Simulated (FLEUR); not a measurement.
**HfC: band structure with AM05**

Crystal: HfC.

```
CELL_PARAMETERS angstrom
0.00000 2.32500 2.32500
2.32500 0.00000 2.32500
2.32500 2.32500 0.00000
ATOMIC_POSITIONS crystal
Hf 0.50000 0.50000 0.50000
C 0.00000 0.00000 0.00000
```

```json
{
  "Program": "FLEUR MaX-R8.1 (later development tree)",
  "Task": "band structure",
  "Functional": "AM05",
  "Potentials or basis": "all-electron",
  "Basis": "FLAPW",
  "Kmax": "4.62 1/bohr",
  "k mesh": "10 × 10 × 10",
  "Occupations": "fermi-dirac, width 0.05 eV",
  "Spin": "no spin polarisation",
  "Gmax": "14.3 1/bohr",
  "Muffin-tin radii": "Hf 2.51, C 1.56 bohr",
  "lmax": "Hf 10, C 8",
  "Local orbitals a species": "Hf 4, C 3",
  "Max iterations": "60",
  "Mixing factor": "0.05",
  "Mixer": "Anderson",
  "Mixer history": "15",
  "Density convergence": "1e-05 me/bohr^3"
}
```

- Band gap along the path: none (metal or under the smearing width)
- Valence electrons inside the program's atomic spheres: Hf 23.86; C 2.54 (radii Hf 2.51, C 1.56 bohr)

Levels at the corners of the path, in eV from the Fermi level:
```csv
point,band 13,band 14,band 15,band 16,band 17,band 18
Γ,1.03,1.03,1.03,1.28,1.28,1.28
X,-2.68,-1.91,-0.10,-0.10,5.23,6.66
W,-3.04,-2.80,-2.80,3.60,3.60,6.68
K,-3.60,-2.82,-1.68,1.50,5.70,6.10
Γ,1.03,1.03,1.03,1.28,1.28,1.28
L,-6.25,-3.06,-3.06,5.23,5.23,5.69
U,-3.60,-2.82,-1.68,1.50,5.70,6.10
W,-3.04,-2.80,-2.80,3.60,3.60,6.68
L,-6.25,-3.06,-3.06,5.23,5.23,5.69
K,-3.60,-2.82,-1.68,1.50,5.70,6.10
U,-3.60,-2.82,-1.68,1.50,5.70,6.10
X,-2.68,-1.91,-0.10,-0.10,5.23,6.66
```

Core levels (eV from the Fermi level):
```
atom                                                                                                                                                                                                          levels
1 Hf  1s1/2 -65143.5, 2s1/2 -11130.3, 2p1/2 -10631.4, 2p3/2 -9441.0, 3s1/2 -2531.1, 3p1/2 -2309.9, 3p3/2 -2054.8, 4s1/2 -504.8, 3d3/2 -1680.0, 3d5/2 -1624.3, 4p1/2 -414.2, 4p3/2 -355.6, 4d3/2 -206.7, 4d5/2 -196.0
 2 C                                                                                                                                                                                                    1s1/2 -262.5
```

Run time: 31 s on 1 thread of Arm Neoverse V1, with other jobs on the host, peak memory 0.07 GiB.

Caveat: spin-orbit coupling is left out, which moves the levels of the heavy elements.
